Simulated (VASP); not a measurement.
# HfB2: C into a neighbouring B vacancy, part 3 of 4

Aim: the barrier for one hop in HfB2: C into a neighbouring B vacancy. The start is a cell from a database of measured crystal structures.

VASP 6.6.1, plane waves and PAW; the level of theory is named at each step.

So far. Step 2 (Relax the host): The run ended after 3 ionic steps, 0.000 eV below its first step, once forces and stress met EDIFFG = -0.02. Step 3 (Relax the start): The run ended after 9 ionic steps, 0.411 eV below its first step, once the forces on the free atoms met EDIFFG = -0.05.

## Step 4: Relax the end

Level of this step: PBE; plane waves and PAW (Hf, B, C) (VASP).

The end state is relaxed in the same way, so that both ends share their errors.

INCAR

```
SYSTEM = Hf8B14C
PREC = Normal
ENCUT = 400
EDIFF = 1E-05
NELM = 120
ISMEAR = 1
SIGMA = 0.15
LREAL = Auto
ALGO = Fast
GGA = PE
NBANDS = 62
LASPH = .TRUE.
LORBIT = 11
LWAVE = .FALSE.
LCHARG = .FALSE.
KPAR = 3
IBRION = 2
NSW = 60
ISIF = 2
EDIFFG = -0.05
POTIM = 0.4
MAXMIX = 40
ISYM = 0
```

POSCAR

```
Hf8B14C
1.0
    6.2883686268      0.0000000000      0.0000000000
   -3.1441843134      5.4458869792      0.0000000000
    0.0000000000      0.0000000000      6.9719535402
Hf B C
8 14 1
Direct
    0.0030578308      0.0044975115     -0.0008534963
   -0.0011974693      0.0027626127      0.5007270459
    0.0022154321      0.4987321966     -0.0042507979
   -0.0011685376      0.4983626977      0.5022241222
    0.4976212005     -0.0059892878     -0.0034284884
    0.5040590863      0.0024964345      0.4981633745
    0.5008148480      0.5016363672      0.0013436817
    0.5032578378      0.5009419425      0.4997279720
    0.3344486794      0.1705438782      0.7435431174
    0.3329529400      0.6667878594      0.2459111920
    0.3331959253      0.6642748395      0.7524740406
    0.8341626223      0.1691241294      0.2534964192
    0.8329431901      0.1634505839      0.7456559704
    0.8387055679      0.6662579464      0.2480247575
    0.8334406608      0.6659637092      0.7524444864
    0.1667998221      0.3333838287      0.7479501306
    0.1662616804      0.8295364615      0.2519101947
    0.1687138100      0.8277339294      0.7429252850
    0.6733072069      0.3426904788      0.2471287105
    0.6637703531      0.3354963197      0.7475882754
    0.6644180352      0.8320548732      0.2515261206
    0.6658878745      0.8343538570      0.7494935903
    0.3300595976      0.1654921058      0.2472736489
```

KPOINTS

```
Automatic mesh
0
Gamma
3 3 3
0 0 0
```

PAW data sets: Hf, B and C (PBE family, release 64).

Run with:

```
> mpirun -np 3 vasp_std
```

The log of the run:

```text
[... set-up lines as in an earlier step ...]
 entering main loop
       N       E                     dE             d eps       ncg     rms          rms(c)
DAV:   1     0.102308589197E+03    0.10231E+03   -0.27953E+04  1736   0.895E+02
DAV:   2    -0.206421179376E+03   -0.30873E+03   -0.29279E+03  2182   0.177E+02
DAV:   3    -0.221953855422E+03   -0.15533E+02   -0.15198E+02  2264   0.380E+01
DAV:   4    -0.222237922040E+03   -0.28407E+00   -0.28245E+00  2240   0.523E+00
DAV:   5    -0.222245700800E+03   -0.77788E-02   -0.77682E-02  2288   0.756E-01    0.531E+01
RMM:   6    -0.203411815530E+03    0.18834E+02   -0.40032E+01  1739   0.145E+01    0.296E+01
RMM:   7    -0.203332615710E+03    0.79200E-01   -0.32032E+01  1738   0.123E+01    0.414E+00
RMM:   8    -0.202609943151E+03    0.72267E+00   -0.41129E+00  1736   0.564E+00    0.286E+00
RMM:   9    -0.202620619909E+03   -0.10677E-01   -0.33870E-01  1741   0.190E+00    0.868E-01
RMM:  10    -0.202613086970E+03    0.75329E-02   -0.10489E-01  1777   0.836E-01    0.407E-01
RMM:  11    -0.202612528356E+03    0.55861E-03   -0.17443E-02  1772   0.364E-01    0.215E-01
RMM:  12    -0.202612867877E+03   -0.33952E-03   -0.46378E-03  1795   0.168E-01    0.716E-02
RMM:  13    -0.202612870572E+03   -0.26948E-05   -0.72862E-04  1758   0.705E-02    0.280E-02
RMM:  14    -0.202612892358E+03   -0.21786E-04   -0.20817E-04  1795   0.363E-02    0.306E-02
RMM:  15    -0.202612885274E+03    0.70844E-05   -0.50590E-05  1569   0.192E-02
   1 F= -.20261289E+03 E0= -.20260672E+03  d E =-.202613E+03
 curvature:   0.00 expect dE= 0.000E+00 dE for cont linesearch  0.000E+00
 trial: gam= 0.00000 g(F)=  0.647E+00 g(S)=  0.000E+00 ort = 0.000E+00 (trialstep = 0.100E+01)
 search vector abs. value=  0.647E+00
 bond charge predicted
       N       E                     dE             d eps       ncg     rms          rms(c)
DAV:   1    -0.203053474182E+03   -0.44058E+00   -0.27120E+01  1892   0.177E+01    0.223E+00
RMM:   2    -0.203049602845E+03    0.38713E-02   -0.75052E-01  1736   0.285E+00    0.124E+00
RMM:   3    -0.203042739608E+03    0.68632E-02   -0.11975E-01  1755   0.111E+00    0.511E-01
RMM:   4    -0.203042158487E+03    0.58112E-03   -0.28112E-02  1764   0.483E-01    0.283E-01
RMM:   5    -0.203042240467E+03   -0.81979E-04   -0.51852E-03  1784   0.213E-01    0.126E-01
RMM:   6    -0.203042329100E+03   -0.88633E-04   -0.13529E-03  1882   0.974E-02    0.490E-02
RMM:   7    -0.203042344144E+03   -0.15044E-04   -0.25523E-04  1794   0.424E-02    0.203E-02
RMM:   8    -0.203042344997E+03   -0.85353E-06   -0.57219E-05  1537   0.201E-02
   2 F= -.20304234E+03 E0= -.20304206E+03  d E =-.429460E+00
[...]
3 F= -.20308803E+03 E0= -.20309019E+03  d E =-.475142E+00
[...]
4 F= -.20312096E+03 E0= -.20312361E+03  d E =-.329377E-01
[...]
5 F= -.20312225E+03 E0= -.20312500E+03  d E =-.342236E-01
[...]
6 F= -.20312602E+03 E0= -.20312865E+03  d E =-.377044E-02
 trial-energy change:   -0.003770  1 .order   -0.003763   -0.006063   -0.001463
 step:   1.5027(harm=  1.5027)  dis= 0.00731  next Energy=  -203.126247 (dE=-0.400E-02)
 bond charge predicted
       N       E                     dE             d eps       ncg     rms          rms(c)
DAV:   1    -0.203126286736E+03   -0.26497E-03   -0.30400E-02  1912   0.593E-01    0.537E-02
RMM:   2    -0.203126264273E+03    0.22463E-04   -0.59464E-04  1736   0.832E-02    0.872E-03
RMM:   3    -0.203126273124E+03   -0.88510E-05   -0.85670E-05  1760   0.284E-02
   7 F= -.20312627E+03 E0= -.20312886E+03  d E =-.402267E-02
 curvature:  -0.78 expect dE=-0.461E-03 dE for cont linesearch -0.162E-06
 trial: gam= 0.11806 g(F)=  0.591E-03 g(S)=  0.000E+00 ort = 0.339E-04 (trialstep = 0.121E+01)
 search vector abs. value=  0.676E-03
 reached required accuracy - stopping structural energy minimisation
```

Wall time 3.2 min (3 MPI ranks of AMD EPYC 7R43, shared host); peak memory 0.7 GiB; 8 min of CPU time.

From OUTCAR (step 4):

```text
 Found     14 irreducible k-points:

   NELECT =      78.0000    total number of electrons

 E-fermi :   7.2362

 k-point     1 :       0.0000    0.0000    0.0000
  band No.  band energies     occupation
    ...
     34       4.9689      2.00000
     35       5.4219      2.00000
     36       5.5926      2.00000
     37       6.5579      2.00000
     38       6.9433      2.01856
     39       7.4890     -0.03840
     40       8.4871     -0.00000
     41       8.6173     -0.00000
     42       8.6202     -0.00000
     43       8.6313     -0.00000
    ...

 k-point     2 :       0.3333    0.0000    0.0000
  band No.  band energies     occupation
    ...
     35       5.5916      2.00000
     36       6.1042      2.00000
     37       6.1183      2.00000
     38       6.9184      2.01070
     39       7.0914      2.04223
     40       7.3442      0.06690
     41       7.3852     -0.04879
     42       8.2932     -0.00000
     43       9.4750     -0.00000
     44       9.7710     -0.00000
    ...

  Total        1.8853419     -1.3336700    -10.1177083     -2.7559830      0.0462205     -0.0289192
  in kB       12.6514293     -8.9494812    -67.8940377    -18.4937940      0.3101587     -0.1940598
  external PRESSURE =     -21.3973632 kB  Pullay stress =       0.0000000 kB

 POSITION                                       TOTAL-FORCE (eV/Angst)
 -----------------------------------------------------------------------------------
      0.00966      0.01309      0.03229         0.002362     -0.002800      0.016778
      0.00951      0.01272      3.43628        -0.014235     -0.025327     -0.009204
     -1.57420      2.72868      0.01896        -0.002884     -0.014308      0.016492
     -1.57433      2.72729      3.45002         0.017343     -0.027139     -0.025093
      3.14731      0.00029      0.02112         0.025205      0.019363     -0.021490
      3.14779      0.00129      3.44801         0.009550     -0.014240      0.041869
      1.56908      2.71290      0.03413        -0.003154      0.006055     -0.019352
      1.56864      2.71164      3.43636        -0.005873      0.028270     -0.003168
      1.58253      0.90376      5.21911        -0.002126      0.002166      0.007057
      0.00094      3.68127      1.73368         0.005737      0.002044      0.006831
      0.00779      3.63400      5.21947         0.001588      0.011024      0.004478
      4.67506      0.88827      1.73503         0.004596     -0.031383     -0.012769
      4.71819      0.90186      5.22057        -0.007044      0.012093     -0.005485
      3.13812      3.63768      1.73491        -0.023247      0.012764     -0.008590
      3.13702      3.63748      5.22083        -0.014822      0.006603     -0.009333
      0.00412      1.81407      5.21978        -0.003313      0.019897      0.001963
     -1.53654      4.57957      1.73279         0.014115      0.015546      0.017458
     -1.56344      4.54493      5.21963        -0.015065      0.003035     -0.000332
      3.12777      1.76973      1.73436         0.013040     -0.034536     -0.006641
      3.14294      1.80849      5.21937         0.019545      0.010495      0.010585
      1.55887      4.54966      1.73431        -0.016111      0.011219     -0.001663
      1.57609      4.53854      5.22130         0.002270     -0.007767     -0.014890
      1.64712      0.86772      1.73202        -0.007476     -0.003073      0.014499
 -----------------------------------------------------------------------------------
    total drift:                                0.043082      0.017894      0.093124

  FREE ENERGIE OF THE ION-ELECTRON SYSTEM (eV)
  ---------------------------------------------------
  free  energy   TOTEN  =      -203.1262731243 eV

  energy  without entropy=     -203.1340217611  energy(sigma->0) =     -203.12885600

 total charge
# of ion       s       p       d       tot
------------------------------------------
    1        0.472   0.683   2.387   3.543
    2        0.472   0.683   2.387   3.542
    3        0.477   0.692   2.401   3.570
    4        0.477   0.692   2.401   3.570
    5        0.483   0.732   2.511   3.726
    6        0.483   0.731   2.511   3.725
    7        0.472   0.683   2.387   3.543
    8        0.472   0.683   2.387   3.542
    9        0.665   1.271   0.000   1.936
   10        0.683   1.234   0.000   1.917
   11        0.664   1.260   0.000   1.923
   12        0.683   1.234   0.000   1.916
   13        0.664   1.260   0.000   1.923
   14        0.660   1.262   0.000   1.922
   15        0.659   1.256   0.000   1.915
   16        0.662   1.257   0.000   1.919
   17        0.661   1.266   0.000   1.927
   18        0.665   1.252   0.000   1.917
   19        0.661   1.267   0.000   1.927
   20        0.665   1.252   0.000   1.917
   21        0.671   1.281   0.000   1.952
   22        0.663   1.264   0.000   1.927
   23        0.826   1.520   0.000   2.346
--------------------------------------------------
tot         13.959  24.714  19.372  58.045

[... 6 parts as in an earlier step ...]

[... 6 further parts left out ...]
```

The steps of the relaxation:

| step | energy less that of the first step (eV) | largest force (eV/Å) |
| --- | --- | --- |
| 1 | 0.0000 | 1.6248 |
| 2 | -0.4295 | 0.7242 |
| 3 | -0.4751 | 0.4868 |
| 4 | -0.5081 | 0.1573 |
| 5 | -0.5094 | 0.1324 |
| 6 | -0.5131 | 0.0592 |
| 7 | -0.5134 | 0.0452 |

The atoms that moved most (Å):

```csv
atom,dx,dy,dz,length
B19,-0.029,-0.097,0.011,0.101
C23,0.092,-0.034,0.008,0.098
B17,0.026,0.062,-0.024,0.071
Hf2,0.026,-0.002,-0.055,0.061
B12,-0.039,-0.033,-0.032,0.060
B18,-0.022,0.037,0.040,0.059
Hf5,-0.001,0.033,0.045,0.056
Hf8,-0.021,-0.016,-0.048,0.055
```

Final coordinates:

```cif
data_structure
_symmetry_space_group_name_H-M 'P 1'
_symmetry_Int_Tables_number 1
_cell_length_a 6.2884
_cell_length_b 6.2884
_cell_length_c 6.9720
_cell_angle_alpha 90.000
_cell_angle_beta 90.000
_cell_angle_gamma 120.000
_cell_volume 238.76
loop_
_atom_site_label
_atom_site_type_symbol
_atom_site_fract_x
_atom_site_fract_y
_atom_site_fract_z
_atom_site_occupancy
Hf1 Hf 0.00274 0.00240 0.00463 1
Hf2 Hf 0.00268 0.00234 0.49287 1
Hf3 Hf 0.00019 0.50105 0.00272 1
Hf4 Hf 0.00004 0.50080 0.49484 1
Hf5 Hf 0.50052 0.00005 0.00303 1
Hf6 Hf 0.50069 0.00024 0.49455 1
Hf7 Hf 0.49860 0.49816 0.00490 1
Hf8 Hf 0.49841 0.49793 0.49288 1
B9 B 0.33464 0.16595 0.74859 1
B10 B 0.33814 0.67597 0.24866 1
B11 B 0.33489 0.66729 0.74864 1
B12 B 0.82500 0.16311 0.24886 1
B13 B 0.83311 0.16560 0.74880 1
B14 B 0.83302 0.66797 0.24884 1
B15 B 0.83283 0.66793 0.74883 1
B16 B 0.16721 0.33311 0.74868 1
B17 B 0.17611 0.84092 0.24854 1
B18 B 0.16866 0.83456 0.74866 1
B19 B 0.65987 0.32497 0.24876 1
B20 B 0.66584 0.33208 0.74862 1
B21 B 0.66561 0.83543 0.24876 1
B22 B 0.66733 0.83339 0.74890 1
C23 C 0.34160 0.15933 0.24843 1
```

This step gave:

```yaml
electronic_cycles: 49
free_energy_toten: -203.1263 eV
energy_at_zero_smearing: -203.1289 eV
```

The run ended after 7 ionic steps, 0.513 eV below its first step, once the forces on the free atoms met EDIFFG = -0.05.

(Part 3 of 4 ends here.)

[Lines on the potential files, build, host, timing and source positions are cut from VASP's logs without a mark.]

[Logs are printed without paths, hosts, clocks, repeated set-up lines and the standing remarks that a program may print on its own settings, such as how far it seeks lower states.]

[Hosts, paths, dates, database ids (printed as entryN), source tags and the programs' standing remarks are cut or masked in the printed files.]

[Runs that stopped without an error message from VASP are left out.]
